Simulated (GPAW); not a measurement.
The system is MgS (Niningerite).

```xyz
2
Lattice="0.0000 2.6016 2.6016 2.6016 0.0000 2.6016 2.6016 2.6016 0.0000" Properties=species:S:1:pos:R:3 pbc="T T T"
S     2.6016    2.6016    2.6016
Mg    0.0000    0.0000    0.0000
```

Base run:

```yaml
Program: GPAW 26.7.0
Functional: PBE
Potentials_or_basis: GPAW PAW data sets (gpaw-data 1.2.1)
Cutoff: 650 eV
Basis: pw
k_mesh: 7 × 7 × 7
Occupations: fermi-dirac, width 0.05 eV
Spin: no spin polarisation
```

Its results: band gap on the k mesh 3.01 eV, indirect (least direct gap 3.72 eV).

The run is repeated on the same cell with these changes: functional from PBE to PBE0; cutoff from 650 eV to 600 eV; k mesh from 7 × 7 × 7 to 6 × 6 × 6. What comes out?

Band gap on the k mesh 4.53 eV, indirect (least direct gap 5.53 eV).

Several settings changed at once, so the effect can't be laid on one alone.

Caveats: an odd mesh through Γ misses points on the zone boundary, where band edges often lie (some runs).
